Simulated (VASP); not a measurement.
The system is HfC.

```xyz
2
Lattice="0.0000 2.3250 2.3250 2.3250 0.0000 2.3250 2.3250 2.3250 0.0000" Properties=species:S:1:pos:R:3 pbc="T T T"
Hf    2.3250    2.3250    2.3250
C     0.0000    0.0000    0.0000
```

- Program: VASP 6.6.1
- Task: relaxation of cell and atoms
- Functional: PBE
- Dispersion: D3(BJ)
- Potentials or basis: VASP PAW PBE potentials, release 64 (Hf_pv, C)
- Cutoff: 600 eV
- k mesh: 8 × 8 × 8
- Occupations: fermi-dirac, width 0.05 eV
- Spin: no spin polarisation

At the start: pressure -5.3 GPa; volume 12.57 Å³/atom.

How do energy, volume and symmetry change on relaxing?

Over 3 steps the energy falls by 4.7 meV/atom and the volume is 12.29 Å³/atom (-2.2 %); space group Fm-3m (No. 225, to 0.05 Å).

The path:
| step | energy change (eV) | largest force (eV/Å) | pressure (GPa) | volume (Å³) |
| --- | --- | --- | --- | --- |
| 1 | 0.0000 | 0.0000 | -5.31 | 25.14 |
| 2 | 0.0198 | 0.0000 | 10.40 | 23.65 |
| 3 | -0.0094 | 0.0000 | -0.09 | 24.59 |

Final structure:
```xyz
2
Lattice="0.0000 2.3079 2.3079 2.3079 0.0000 2.3079 2.3079 2.3079 0.0000" Properties=species:S:1:pos:R:3 pbc="T T T"
Hf    2.3079    2.3079    2.3079
C     0.0000    0.0000    0.0000
```

Caveat: pairwise dispersion overbinds metals, which lowers pressure and volume.
